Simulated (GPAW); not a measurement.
# free-standing triangular Ni monolayer, spacing 2.356 A: from the magnetic state to anisotropy

Aim: the anisotropy of free-standing triangular Ni monolayer, spacing 2.356 A from the Kohn–Sham states of one collinear run.

Calculated with GPAW 26.7.0; PBE; plane waves with GPAW's PAW setups, scalar-relativistic.

## 1. The starting structure

The cell holds 1 atom: 1 Ni. Cell: a = 2.356 Å, b = 2.356 Å, c = 14.000 Å, α = 90.0°, β = 90.0°, γ = 120.0°. model lattice. Vacuum lies along c.

## 2. Ground-state run

All later steps read the density of this run.

order1.py reads:

```python
import json
import numpy as np
from ase import Atoms
from ase.parallel import paropen, parprint
from gpaw import GPAW

atoms = Atoms(['Ni'],
    cell=[[2.356, 0.0, 0.0],
         [-1.178, 2.040356, 0.0],
         [0.0, 0.0, 14.0]],
    scaled_positions=[[0.0, 0.0, 0.5]],
    pbc=True,
    magmoms=[1.0])
atoms.calc = GPAW(mode={'name': 'pw', 'ecut': 550},
    xc='PBE',
    kpts={'size': (14, 14, 1), 'gamma': True},
    occupations={'name': 'fermi-dirac', 'width': 0.05},
    convergence={'density': 1e-05, 'energy': 1e-05},
    maxiter=200,
    symmetry={'tolerance': 1e-4},
    txt='order1.txt')
e = atoms.get_potential_energy(force_consistent=True)
res = {'free_energy': e, 'energy_sigma0': atoms.get_potential_energy(), 'fermi_energy': atoms.calc.get_fermi_level()}
res['moments'] = atoms.get_magnetic_moments().tolist()
res['total'] = atoms.get_magnetic_moment()
parprint('site moments (muB):', np.round(res['moments'], 3))
parprint(f"total moment: {res['total']:.3f} muB")
parprint(f'free energy: {e:.6f} eV')
atoms.calc.write('order1.gpw')
with paropen('results.json', 'w') as f:
    json.dump(res, f)
```

On the command line:

```sh
$ OMP_NUM_THREADS=1 python3 order1.py > order1.log
```

Numbers of over 12 decimals in the logs are rounded to 6 here.

Log:

```text
site moments (muB): [0.968]
total moment: 0.912 muB
free energy: -6.106781 eV

--- order1.txt ---
Input parameters:
  mode=PW(ecut=550),
  convergence={'density': 1e-05, 'energy': 1e-05},
  kpts=MonkhorstPack(size=(14, 14, 1), gamma=True),
  maxiter=200,
  occupations=Occupations(name='fermi-dirac', width=0.05),
  symmetry=Symmetry(tolerance=0.0001),
  xc=XC(name='PBE')

Diagonalizing LCAO Hamiltonian
Converting LCAO to pw mode

       Ni

Atoms  # Å, Bohr magnetons
|   | symbol |        x |        y |        z |    initial magnetic moments |
|---|--------|----------|----------|----------|-----------------------------|
| 0 |     Ni | 0.000000 | 0.000000 | 7.000000 | ( 0.0000,  0.0000,  1.0000) |

Unit cell  # Å
| periodic |         x |        y |         z |   lengths |     angles |
|----------|-----------|----------|-----------|-----------|------------|
|      yes |  2.356000 | 0.000000 |  0.000000 |  2.356000 |  90.000000 |
|      yes | -1.178000 | 2.040356 |  0.000000 |  2.356000 |  90.000000 |
|      yes |  0.000000 | 0.000000 | 14.000000 | 14.000000 | 119.999998 |

Number of symmetries: 24

BZ-sampling:
  Number of BZ points: 196
  Number of IBZ points: 24

  Monkhorst-Pack size: [14, 14, 1]
  Monkhorst-Pack shift: [0.035714, 0.035714, 0.0]

Plane wave coefficients: 2005
Cutoff: 550.0 eV

Spin-components: 2 (collinear spins)
Bands:           12
Projectors:      6
Spin-degeneracy: 1
Datatype:        complex128

Parallelization:
  kpt:    1
  domain: 1
  band:   1

Density:
  Valence electrons: 16.0
  Components: 2
  Grid points: [14 14 80]
  Charge: 0.0  # |e|

Potential:
  Grid points: [14 14 80]

[... setups left out ...]
Reference energy: -41367.998447  # eV

eigensolver:
  PPCG
  Converge bands: occupied
  niter=2

density mixing:
  MSR1-Mixer
  Pratt-step length: 0.05
  Maximum mixing coefficient: 0.75
  Old densities: 10
  SVD Regularization: 0.005
  Good broyden scale: 1.0
  Trust region scale: 1.0
  Backstep threshold: 4.0
  History deletion threshold: 6.0
  Fourier metric: weight=20.0, sigma=0.015

occupation numbers:
  Fermi-Dirac:
    width: 0.0500  # eV

poisson solver:
  ecut: 4400.0  # eV

xc functional:
  name: PBE with 2 nearest neighbor stencil

convergence criteria:
- Maximum integral of absolute [dens]ity change: 1e-05 electrons / valence electron
- Maximum [total energy] change in last 3 cyles: 1e-05 eV / valence electron
- Maximum integral of absolute [eigenst]ate change: 4e-08 eV^2 / valence electron
maximum number of iterations: 200

SCF iterations
|iter     |      energy | eigst |  dens |  magmom |
|---------|-------------|-------|-------|---------|
|iter:   1|       0s |   -6.408910 | +0.44 |       |  +1.0009|
|iter:   2|       1s |   -6.262807 | -0.68 | -1.10 |  +0.9829|
|iter:   3|       2s |   -6.070824 | -1.48 | -1.22 |  +0.9363|
|iter:   4|       3s |   -6.066574 | -2.34 | -1.66 |  +0.9227|
|iter:   5|       4s |   -6.081545 | -2.35 | -1.82 |  +0.9064|
|iter:   6|       5s |   -6.089373 | -3.14 | -2.14 |  +0.9021|
|iter:   7|       6s |   -6.098489 | -3.11 | -2.27 |  +0.8990|
|iter:   8|       7s |   -6.098794 | -3.91 | -2.40 |  +0.9000|
|iter:   9|       8s |   -6.098937 | -4.38 | -2.67 |  +0.9038|
|iter:  10|       9s |   -6.098837c| -5.18 | -3.05 |  +0.9094|
|iter:  11|       9s |   -6.098833c| -6.00 | -3.47 |  +0.9119|
|iter:  12|      10s |   -6.098826c| -6.76 | -4.10 |  +0.9121|
|iter:  13|      11s |   -6.098828c| -7.60c| -4.77 |  +0.9122|
|iter:  14|      11s |   -6.098828c| -8.18c| -5.73c|  +0.9122|

Converged in 14 steps
Energy contributions relative to reference atoms: (reference = -41367.998447)

Energy contributions:
  Kinetic:           6.142052
  Coulomb:          -4.567097
  Zero:              0.107556
  External:          0.000000
  Xc:               -7.773387
  Entropy:          -0.015906
  Spinorbit:         0.000000
  ----------------------------
  Free energy:      -6.106781
  Extrapolated:     -6.098828

dipole moment: (-2.417141, -4.186611, 0.000002)  # |e|*Ang

Total magnetic moment: (0.000000, 0.000000, 0.912199)

Local magnetic moments
|        x |        y |        z |
|----------|----------|----------|
| 0.000000 | 0.000000 | 0.968313 |  # Ni   0

Fermi level: -3.251
Eigenvalues  # (at kpt = [0.000, 0.000, 0.000])
| band index |      eig [eV] | occ [0-1] |      eig [eV] | occ [0-1] |
|------------|---------------|-----------|---------------|-----------|
|          0 |       -67.175 |     1.000 |       -66.015 |     1.000 |
|          1 |       -67.175 |     1.000 |       -66.015 |     1.000 |
|          2 |       -66.976 |     1.000 |       -65.794 |     1.000 |
|          3 |        -9.402 |     1.000 |        -9.325 |     1.000 |
|          4 |        -5.469 |     1.000 |        -4.835 |     1.000 |
|          5 |        -5.469 |     1.000 |        -4.561 |     1.000 |
|          6 |        -5.247 |     1.000 |        -4.560 |     1.000 |
|          7 |        -4.132 |     1.000 |        -2.721 |     0.000 |
|          8 |        -4.132 |     1.000 |        -2.721 |     0.000 |
|          9 |        -2.448 |     0.000 |        -2.533 |     0.000 |
|         10 |         1.859 |     0.000 |         1.799 |     0.000 |
|         11 |         2.843 |     0.000 |         2.750 |     0.000 |

No gap
No difference between direct/indirect transitions
```

The job ended after 16 s (1 MPI rank of Intel Xeon 6975P-C (Granite Rapids), shared host; peak memory 0.18 GiB).

Numbers from this step:

```
magnetization  : 0.9122 μB
final state    : ferromagnetic
largest moment : 0.9683 μB
```

After 14 cycles the largest moment stands at 0.968 μB.

## 3. States for the response

The steps that follow sum over empty states, which the ground-state run does not converge; 12 states a spin are converged here at the frozen density and written with their wave functions.

It starts from the saved density of the lowest of the states tried.

nscf.py reads:

```python
from gpaw import GPAW

calc = GPAW('order1.gpw').fixed_density(
    kpts={'size': (14, 14, 1), 'gamma': True},
    nbands=16,
    convergence={'bands': 12, 'eigenstates': 1e-9},
    eigensolver='ppcg',
    parallel={'domain': 1},
    txt='nscf.txt')
calc.write('nscf.gpw', mode='all')
```

On the command line:

```sh
$ OMP_NUM_THREADS=1 python3 nscf.py > nscf.log
```

Log:

```text
Input parameters:
  mode=PW(ecut=550),
  convergence={'bands': 12, 'eigenstates': 1e-09},
  eigensolver=PPCG(niter=2, min_niter=1, max_buffer_mem=209715200, blocksize=None, rr_modulo=5, include_cg=True, promote_inner_dtype=False, tolerances=None),
  gpts=array([14, 14, 80]),
  kpts=MonkhorstPack(size=(14, 14, 1), gamma=True),
  maxiter=200,
  nbands=16,
  occupations=Occupations(name='fermi-dirac', width=0.05),
  parallel={'domain': 1},
  symmetry=Symmetry(tolerance=0.0001),
  xc=XC(name='PBE')
```

The job ended after 12 s (1 MPI rank; peak memory 0.2 GiB).

## 4. Easy axis by the force theorem

Spin–orbit coupling is added in the basis of the saved states for each direction of the moments. The change in the band energy is the anisotropy energy, with no new self-consistent run.

anisotropy.py reads:

```python
import json
import numpy as np
from ase.parallel import paropen, parprint
from gpaw import GPAW
from gpaw.spinorbit import soc_eigenstates

calc = GPAW('nscf.gpw')
angles = [[0.0, 0.0], [90.0, 0.0], [90.0, 90.0], [45.0, 0.0]]  # theta, phi in degrees
res = {'rows': []}
for scale in [1.0]:
    e0 = None
    for theta, phi in angles:
        soc = soc_eigenstates(calc, n2=12, scale=scale, theta=theta, phi=phi)
        e = soc.calculate_band_energy()
        e0 = e if e0 is None else e0
        orbital = soc.get_orbital_magnetic_moments()
        res['rows'].append([scale, theta, phi, 1000 * (e - e0), orbital.tolist()])
        parprint(f'scale {scale} theta {theta:6.1f} phi {phi:6.1f}  dE = {1000 * (e - e0):9.4f} meV  |L| =', np.round(np.linalg.norm(orbital, axis=1), 4))
with paropen('results.json', 'w') as f:
    json.dump(res, f)
```

On the command line:

```sh
$ OMP_NUM_THREADS=1 python3 anisotropy.py > anisotropy.log
```

Log:

```text
scale 1.0 theta    0.0 phi    0.0  dE =    0.0000 meV  |L| = [0.0746]
scale 1.0 theta   90.0 phi    0.0  dE =   -0.2243 meV  |L| = [0.1435]
scale 1.0 theta   90.0 phi   90.0  dE =   -0.2241 meV  |L| = [0.1435]
scale 1.0 theta   45.0 phi    0.0  dE =   -0.1180 meV  |L| = [0.1145]
```

Elapsed: 3.1 s, on 1 MPI rank; peak memory 0.14 GiB.

Directions, in the order of the table: the normal; the first cell vector; the in-plane normal to it; 0.50 of the way from the normal to the first cell vector.

Theta from the Cartesian z axis, phi from x; spin up lies along the direction. Anisotropy, by row:

```tsv
spin-orbit scale	theta (degrees)	phi (degrees)	band energy less the first direction's (meV a cell)	orbital moment of atom 1 along the direction (μB)	sum of orbital moments along the direction (μB a cell)
1	0	0	0	0.07455	0.07455
1	90	0	-0.2243	0.1435	0.1435
1	90	90	-0.2241	0.1435	0.1435
1	45	0	-0.118	0.1091	0.1091
```

## 5. Results

| Property | Result |
| --- | --- |
| state | ferromagnetic |
| largest site moment | 0.968 μB |
| spread of the directions' energies | 0.224 meV a cell |
| easiest direction tried | the plane normal to the layer's normal |

In words: About the ferromagnetic state the directions differ by 0.224 meV a cell, with the plane normal to the layer's normal easiest. The anisotropy comes from the force theorem at a frozen potential; it needs a check on a finer mesh, and shape anisotropy is not in it.

[Logs and program files are shortened in this print: banners, set-up blocks, solver, clock and traceback lines can be left out without a mark of their own.]

[Logs are printed without paths, hosts, clocks, repeated set-up lines and the standing remarks that a program may print on its own settings, such as how far it seeks lower states.]

[Hosts, paths, dates, database ids (printed as entryN), source tags and the programs' standing remarks are cut or masked in the printed files.]

[Where a cell is said to come from a database of computed structures, the database is the Materials Project.]
